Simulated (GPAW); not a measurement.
# Au (P6_3/mmc) in GPAW: further runs

One crystal, Au, is run at these levels: PBE, LDA; tasks: single point, relaxation of cell and atoms.

Everything below comes from runs of GPAW 26.7.0. Logs are shortened: lines on timing, memory, paths and dates and some standing lists are left out, and cuts for length are marked. The log counts tension as positive stress, the text compression.

**1. Starting point**

It takes space group P6_3/mmc (No. 194, hexagonal). Conventional cell: a = 2.900 Å, b = 2.900 Å, c = 4.880 Å, α = 90.00°, β = 90.00°, γ = 120.00°. Around Au (site symmetry -6m2) lie 12 Au at 2.90 to 2.96 Å.

This isn't the form of Au at room conditions, which is fcc.

**2. Single point, PBE**

Input file run.py:

```python
from ase.dft.bandgap import bandgap
from ase.io import read, write
from ase.units import GPa
from gpaw import GPAW, PW

atoms = read('POSCAR')

calc = GPAW(mode=PW(400),
            xc='PBE',
            kpts={'size': (9, 9, 5), 'gamma': True},
            occupations={'name': 'fermi-dirac', 'width': 0.05},
            nbands=23,
            maxiter=120,
            txt='gpaw.txt')
atoms.calc = calc
energy = atoms.get_potential_energy()
forces = atoms.get_forces()
stress = atoms.get_stress()
calc.write('gs.gpw')
write('result.traj', atoms)
print(f'Energy: {energy:.6f} eV')
print('Forces (eV/A):')
print(forces.round(4))
print('Stress (GPa):', (stress / GPa).round(3))
print('Fermi level:', round(calc.get_fermi_level(), 4), 'eV')
print(f'Gap: {bandgap(calc)[0]:.4f} eV, direct: {bandgap(calc, direct=True)[0]:.4f} eV')
```

Input file POSCAR:

```
Au
1.0
    2.9000000000      0.0000000000      0.0000000000
   -1.4500000000      2.5114736710      0.0000000000
    0.0000000000      0.0000000000      4.8800000000
Au
2
Direct
    0.6666666667      0.3333333333      0.2500000000
    0.3333333333      0.6666666667      0.7500000000
```

Potentials or basis: GPAW PAW data sets (gpaw-data 1.2.1), pw.

The run is started by

```console
$ OMP_NUM_THREADS=1 python run.py
```

gpaw.txt:

```text
__  _  _
 | _ |_)|_||  |
 |__||  | ||/\| - 26.7.0

Input parameters:
  mode=PW(ecut=400.0),
  kpts=MonkhorstPack(size=(9, 9, 5), gamma=True),
  maxiter=120,
  nbands=23,
  occupations=Occupations(name='fermi-dirac', width=0.05),
  xc=XC(name='PBE')

Diagonalizing LCAO Hamiltonian
Converting LCAO to pw mode

        Au

          Au

Atoms  # Å, Bohr magnetons
|   | symbol |         x |        y |        z |    initial magnetic moments |
|---|--------|-----------|----------|----------|-----------------------------|
| 0 |     Au |  1.450000 | 0.837158 | 1.220000 | ( 0.0000,  0.0000,  0.0000) |
| 1 |     Au | -0.000000 | 1.674316 | 3.660000 | ( 0.0000,  0.0000,  0.0000) |

Unit cell  # Å
| periodic |         x |        y |        z |  lengths |     angles |
|----------|-----------|----------|----------|----------|------------|
|      yes |  2.900000 | 0.000000 | 0.000000 | 2.900000 |  90.000000 |
|      yes | -1.450000 | 2.511474 | 0.000000 | 2.900000 |  90.000000 |
|      yes |  0.000000 | 0.000000 | 4.880000 | 4.880000 | 120.000000 |

Number of symmetries: 12
Symmetry operations  # r_c * U_cc + t_c -> r_c
|    | kind |            matrix            |
|----|------|------------------------------|
|  0 |  σ   |  1, 1, 0,  0,-1, 0,  0, 0, 1 |
|  1 |  S6  |  1, 1, 0, -1, 0, 0,  0, 0,-1 |
|  2 |  E   |  1, 0, 0,  0, 1, 0,  0, 0, 1 |
|  3 |  C2  |  1, 0, 0, -1,-1, 0,  0, 0,-1 |
|  4 |  C2  |  0, 1, 0,  1, 0, 0,  0, 0,-1 |
|  5 |  C3  |  0, 1, 0, -1,-1, 0,  0, 0, 1 |
|  6 |  S6  |  0,-1, 0,  1, 1, 0,  0, 0,-1 |
|  7 |  σ   |  0,-1, 0, -1, 0, 0,  0, 0, 1 |
|  8 |  σ   | -1, 0, 0,  1, 1, 0,  0, 0, 1 |
|  9 |  i   | -1, 0, 0,  0,-1, 0,  0, 0,-1 |
| 10 |  C3  | -1,-1, 0,  1, 0, 0,  0, 0, 1 |
| 11 |  C2  | -1,-1, 0,  0, 1, 0,  0, 0,-1 |

BZ-sampling:
  Number of BZ points: 405
  Number of IBZ points: 50

  Monkhorst-Pack size: [9, 9, 5]
  Monkhorst-Pack shift: [0, 0, 0]

K-points  # in reciprocal-cell coordinates
|     |                                coordinates |     weight |
|-----|--------------------------------------------|------------|
|   0 | (  0.00000000,   0.00000000,   0.00000000) | 0.00246914 |
|   1 | (  0.00000000,   0.00000000,   0.20000000) | 0.00493827 |
|   2 | (  0.00000000,   0.00000000,   0.40000000) | 0.00493827 |
|   3 | (  0.11111111,   0.00000000,  -0.40000000) | 0.01481481 |
|   4 | (  0.11111111,   0.00000000,  -0.20000000) | 0.01481481 |
|   5 | (  0.11111111,   0.00000000,   0.00000000) | 0.01481481 |
|   6 | (  0.11111111,   0.00000000,   0.20000000) | 0.01481481 |
|   7 | (  0.11111111,   0.00000000,   0.40000000) | 0.01481481 |
|   8 | (  0.22222222,  -0.11111111,   0.00000000) | 0.01481481 |
|   9 | (  0.22222222,  -0.11111111,   0.20000000) | 0.02962963 |
| ... |                                            |            |
|  49 | (  0.44444444,   0.44444444,   0.40000000) | 0.02962963 |

Plane wave coefficients: 658
Cutoff: 400.0 eV

Spin-components: 1 (collinear spins)
Bands:           23
Projectors:      12
Spin-degeneracy: 2
Datatype:        complex128

Parallelization:
  kpt:    1
  domain: 1
  band:   1

Density:
  Valence electrons: 22.0
  Components: 1
  Grid points: [14 14 24]
  Charge: 0.0  # |e|

Potential:
  Grid points: [14 14 24]

species:
  Au:
    name:    Gold
    Z:       79.0
    valence: 11
    core:    68
    charge:  0.0  # [|e|]
    compensation charges:
      type: gauss
      rc: 0.42  # [Å]
      lmax: 2
    cutoffs:
      filter: 2.33  # [Å]
      core: 2.81  # [Å]
    projectors
    | kind |    occ | energy [eV] | rcut [Å] |
    |------|--------|-------------|----------|
    |   6s |  1.000 |      -5.728 |    1.323 |
    |   6p |  0.000 |      -0.775 |    1.323 |
    |   5d | 10.000 |      -6.891 |    1.323 |
    |    s |        |      21.484 |    1.323 |
    |    p |        |      26.436 |    1.323 |
    |    d |        |      20.321 |    1.323 |

    Using partial waves for Au as LCAO basis

Reference energy: -1033196.542219  # eV

eigensolver:
  PPCG
  Converge bands: occupied
  niter=2

density mixing:
  MSR1-Mixer
  Pratt-step length: 0.05
  Maximum mixing coefficient: 0.75
  Old densities: 10
  SVD Regularization: 0.005
  Good broyden scale: 1.0
  Trust region scale: 1.0
  Backstep threshold: 4.0
  History deletion threshold: 6.0
  Fourier metric: weight=20.0, sigma=0.015

occupation numbers:
  Fermi-Dirac:
    width: 0.0500  # eV

poisson solver:
  ecut: 3200.0  # eV

xc functional:
  name: PBE with 2 nearest neighbor stencil

convergence criteria:
- Maximum [total energy] change in last 3 cyles: 0.0005 eV / valence electron
- Maximum integral of absolute [dens]ity change: 0.0001 electrons / valence electron
- Maximum integral of absolute [eigenst]ate change: 4e-08 eV^2 / valence electron
maximum number of iterations: 120

SCF iterations
|iter     | |      energy | eigst |  dens |
|---------|-|-------------|-------|-------|
|iter:   1| |   -6.841856 | -0.42 |       |
|iter:   2| |   -6.726007 | -2.74 | -1.10 |
|iter:   3| |   -6.290925 | -2.13 | -1.14 |
|iter:   4| |   -6.287138 | -4.47 | -2.04 |
|iter:   5| |   -6.285994c| -4.39 | -2.34 |
|iter:   6| |   -6.285991c| -6.38 | -3.82 |
|iter:   7| |   -6.285990c| -7.38 | -4.11c|
|iter:   8| |   -6.285990c| -8.33c| -5.21c|

Converged in 8 steps
Energy contributions relative to reference atoms: (reference = -1033196.542219)

Energy contributions:
  Kinetic:         -14.889902
  Coulomb:          11.864280
  Zero:              0.187679
  External:          0.000000
  Xc:               -3.447398
  Entropy:          -0.001299
  Spinorbit:         0.000000
  ----------------------------
  Free energy:      -6.286640
  Extrapolated:     -6.285990

dipole moment: (-0.000008, -0.000014, -0.000027)  # |e|*Ang

Fermi level: 9.233
Eigenvalues  # (at kpt = [0.000, 0.000, 0.000])
| band index |      eig [eV] | occ [0-2] |
|------------|---------------|-----------|
|          0 |        -0.150 |     2.000 |
|        ... |               |           |
|          4 |         4.880 |     2.000 |
|          5 |         5.167 |     2.000 |
|          6 |         5.167 |     2.000 |
|          7 |         5.823 |     2.000 |
|          8 |         5.823 |     2.000 |
|          9 |         7.086 |     2.000 |
[... 8 lines left out ...]
|         18 |        30.790 |     0.000 |
|         19 |        30.790 |     0.000 |
|        ... |               |           |
|         22 |        32.047 |     0.000 |

No gap
No difference between direct/indirect transitions

Forces  # eV/Ang
|       x |        y |        z |
|---------|----------|----------|
| 0.00000 |  0.00000 | -0.00058 |  # Au   0
| 0.00000 | -0.00000 |  0.00058 |  # Au   1

Stress tensor  # eV/Ang^3
|         x |         y |         z |
|-----------|-----------|-----------|
| -0.022942 |  0.000000 |  0.000000 |
|  0.000000 | -0.022942 |  0.000000 |
|  0.000000 |  0.000000 | -0.014421 |

# Writing to gs.gpw (mode='')
```

Run time: 13 s. Hardware: 1 thread of Arm Neoverse V1, shared host; peak memory 0.13 GiB.

The run converged, but some of its settings lie outside the range that counts as converged, so its numbers aren't taken as properties of the crystal.

What came out:

* Free energy: -6.2866 eV
* Pressure: 3.2 GPa
* Band gap on the k mesh: none (metal or under the smearing width)

Caveat: with this Au data set, volumes or pressures lay over 1.5 % or 2 GPa off other programs in two to four cells of ten; the cutoff is short for stress and forces, so pressures can be off by a GPa or more.

**3. Single point, PBE**

Input file run.py:

```python
from ase import Atoms
from ase.dft.bandgap import bandgap
from ase.io import write
from ase.units import GPa
from gpaw import GPAW, PW

atoms = Atoms(['Au', 'Au'],
              cell=[[2.9, 0.0, 0.0],
                    [-1.45, 2.511473671, 0.0],
                    [0.0, 0.0, 4.88]],
              scaled_positions=[[0.6666666667, 0.3333333333, 0.25],
                                [0.3333333333, 0.6666666667, 0.75]],
              pbc=True)

calc = GPAW(mode=PW(600),
            xc='PBE',
            kpts={'size': (11, 11, 6), 'gamma': True},
            occupations={'name': 'methfessel-paxton', 'order': 0, 'width': 0.1},
            nbands=23,
            convergence={'density': 1e-05, 'energy': 1e-05},
            maxiter=150,
            txt='gpaw.txt')
atoms.calc = calc
energy = atoms.get_potential_energy()
forces = atoms.get_forces()
stress = atoms.get_stress()
calc.write('gs.gpw')
write('result.traj', atoms)
print(f'Energy: {energy:.6f} eV')
print('Forces (eV/A):')
print(forces.round(4))
print('Stress (GPa):', (stress / GPa).round(3))
print('Fermi level:', round(calc.get_fermi_level(), 4), 'eV')
print(f'Gap: {bandgap(calc)[0]:.4f} eV, direct: {bandgap(calc, direct=True)[0]:.4f} eV')
```

Potentials or basis: GPAW PAW data sets (gpaw-data 1.2.1), pw.

The run is started by

```console
$ OMP_NUM_THREADS=1 python run.py
```

gpaw.txt:

```text
__  _  _
 | _ |_)|_||  |
 |__||  | ||/\| - 26.7.0

Input parameters:
  mode=PW(ecut=600.0),
  convergence={'density': 1e-05, 'energy': 1e-05},
  kpts=MonkhorstPack(size=(11, 11, 6), gamma=True),
  maxiter=150,
  nbands=23,
  occupations=Occupations(name='methfessel-paxton', order=0, width=0.1),
  xc=XC(name='PBE')

Diagonalizing LCAO Hamiltonian
Converting LCAO to pw mode

        Au

          Au

Atoms  # Å, Bohr magnetons
|   | symbol |         x |        y |        z |    initial magnetic moments |
|---|--------|-----------|----------|----------|-----------------------------|
| 0 |     Au |  1.450000 | 0.837158 | 1.220000 | ( 0.0000,  0.0000,  0.0000) |
| 1 |     Au | -0.000000 | 1.674316 | 3.660000 | ( 0.0000,  0.0000,  0.0000) |

Unit cell  # Å
| periodic |         x |        y |        z |  lengths |     angles |
|----------|-----------|----------|----------|----------|------------|
|      yes |  2.900000 | 0.000000 | 0.000000 | 2.900000 |  90.000000 |
|      yes | -1.450000 | 2.511474 | 0.000000 | 2.900000 |  90.000000 |
[... 140 lines left out ...]
Energy contributions relative to reference atoms: (reference = -1033196.542219)

Energy contributions:
  Kinetic:         -16.074080
  Coulomb:          12.887905
  Zero:              0.281821
  External:          0.000000
  Xc:               -3.395834
  Entropy:          -0.006199
  Spinorbit:         0.000000
  ----------------------------
  Free energy:      -6.306388
  Extrapolated:     -6.303288

dipole moment: (-0.000008, -0.000014, -0.000027)  # |e|*Ang

Fermi level: 9.237
Eigenvalues  # (at kpt = [0.000, 0.000, 0.000])
| band index |      eig [eV] | occ [0-2] |
|------------|---------------|-----------|
|          0 |        -0.150 |     2.000 |
|        ... |               |           |
|          4 |         4.878 |     2.000 |
|          5 |         5.165 |     2.000 |
|          6 |         5.165 |     2.000 |
|          7 |         5.822 |     2.000 |
|          8 |         5.822 |     2.000 |
|          9 |         7.085 |     2.000 |
[... 8 lines left out ...]
|         18 |        30.790 |     0.000 |
|         19 |        30.790 |     0.000 |
|        ... |               |           |
|         22 |        32.048 |     0.000 |

No gap
No difference between direct/indirect transitions

Forces  # eV/Ang
|        x |       y |        z |
|----------|---------|----------|
| -0.00000 | 0.00000 | -0.00040 |  # Au   0
|  0.00000 | 0.00000 |  0.00040 |  # Au   1

Stress tensor  # eV/Ang^3
|         x |         y |         z |
|-----------|-----------|-----------|
| -0.026319 |  0.000000 |  0.000000 |
|  0.000000 | -0.026319 |  0.000000 |
|  0.000000 |  0.000000 | -0.018792 |

# Writing to gs.gpw (mode='')
```

stdout:

```text
Energy: -6.303288 eV
Forces (eV/A):
[[-0.      0.     -0.0004]
 [ 0.      0.      0.0004]]
Stress (GPa): [-4.217 -4.217 -3.011  0.     0.     0.   ]
Fermi level: 9.2366 eV
Gap: 0.0000 eV, direct: 0.0000 eV
```

It took 30 s on 1 thread of Arm Neoverse V2, shared host; peak memory 0.2 GiB.

Results:

```yaml
Free_energy: -6.3064 eV
Pressure: 3.8 GPa
Band_gap_on_the_k_mesh: none (metal or under the smearing width)
```

Stress tensor (GPa, compression positive):
```
4.22 0.00 0.00
0.00 4.22 0.00
0.00 0.00 3.01
```

Caveat: with this Au data set, volumes or pressures lay over 1.5 % or 2 GPa off other programs in two to four cells of ten.

**4. Relaxation of cell and atoms, LDA**

Input file run.py:

```python
from ase.filters import FrechetCellFilter
from ase.io import read, write
from ase.optimize import BFGS
from gpaw import GPAW, PW

atoms = read('Au.xyz')

calc = GPAW(mode=PW(600),
            xc='LDA',
            kpts={'size': (11, 11, 6), 'gamma': True},
            occupations={'name': 'methfessel-paxton', 'width': 0.2, 'order': 1},
            nbands=23,
            convergence={'density': 1e-05, 'forces': 0.0001},
            maxiter=150,
            txt='gpaw.txt')
atoms.calc = calc
opt = BFGS(FrechetCellFilter(atoms), trajectory='relax.traj', logfile='-')
done = opt.run(fmax=0.02, steps=60)
calc.write('gs.gpw')
write('result.traj', atoms)
print('Converged:', done)
print('Cell:', atoms.cell.cellpar().round(4))
print('Volume:', round(atoms.get_volume(), 4))
print(atoms.get_scaled_positions().round(5))
```

Input file Au.xyz:

```xyz
2
Lattice="2.9000000000 0.0000000000 0.0000000000 -1.4500000000 2.5114736710 0.0000000000 0.0000000000 0.0000000000 4.8800000000" Properties=species:S:1:pos:R:3 pbc="T T T"
Au     1.4500000001      0.8371578902      1.2200000000
Au    -0.0000000001      1.6743157808      3.6600000000
```

Potentials or basis: the program's PAW data sets (release 1.2.1) made for this functional, pw.

The run is started by

```console
$ OMP_NUM_THREADS=1 python run.py
```

Wall time 3.2 min (1 thread of Arm Neoverse V2, shared host); peak memory 0.32 GiB.

Results (log left out):

- Free energy: -8.7240 eV
- Relaxed volume: 16.91 Å³/atom
- Relaxed cell: a = 2.863 Å, b = 2.863 Å, c = 4.762 Å, α = 90.00°, β = 90.00°, γ = 120.00°
- Space group after relaxing (to 0.05 Å): P6_3/mmc (No. 194)
- Energy gained by relaxing: 23.7 meV/atom
- Ionic steps: 7
- Pressure after relaxing: -0.1 GPa
- Band gap on the k mesh: none (metal or under the smearing width)

The path:
```
step  energy change (eV)  largest force (eV/Å)  pressure (GPa)  volume (Å³)
   1              0.0000                0.0000           -8.15        35.54
   2             -0.0285                0.0000           -5.28        34.86
   3             -0.0461                0.0000            0.62        33.70
   4             -0.0465                0.0000            0.00        33.80
   5             -0.0467                0.0000           -0.14        33.83
   6             -0.0473                0.0000           -0.28        33.84
   7             -0.0474                0.0000           -0.13        33.81
```

Final structure:
```
CELL_PARAMETERS angstrom
2.86323 0.00000 0.00000
-1.43162 2.47963 0.00000
0.00000 0.00000 4.76223
ATOMIC_POSITIONS crystal
Au 0.66667 0.33333 0.25000
Au 0.33333 0.66667 0.75000
```

Levels at points of the mesh, in eV from the Fermi level:
| k point | band 7 | band 8 | band 9 | band 10 | band 11 | band 12 | band 13 | band 14 | band 15 | band 16 |
| --- | --- | --- | --- | --- | --- | --- | --- | --- | --- | --- |
| (0.00, 0.00, 0.00) | -4.26 | -3.61 | -3.61 | -2.16 | -2.16 | -1.17 | 2.85 | 15.84 | 17.35 | 18.35 |
| (0.00, 0.00, 0.50) | -4.64 | -4.64 | -2.63 | -2.63 | -2.63 | -2.63 | 11.06 | 11.06 | 16.22 | 16.22 |

Caveat: with this Au data set, volumes or pressures lay over 1.5 % or 2 GPa off other programs in two to four cells of ten; later steps reuse the first step's grids; this smearing can pin the Fermi level at a band edge. The run has no spin-orbit coupling, so splittings on Au are missing.
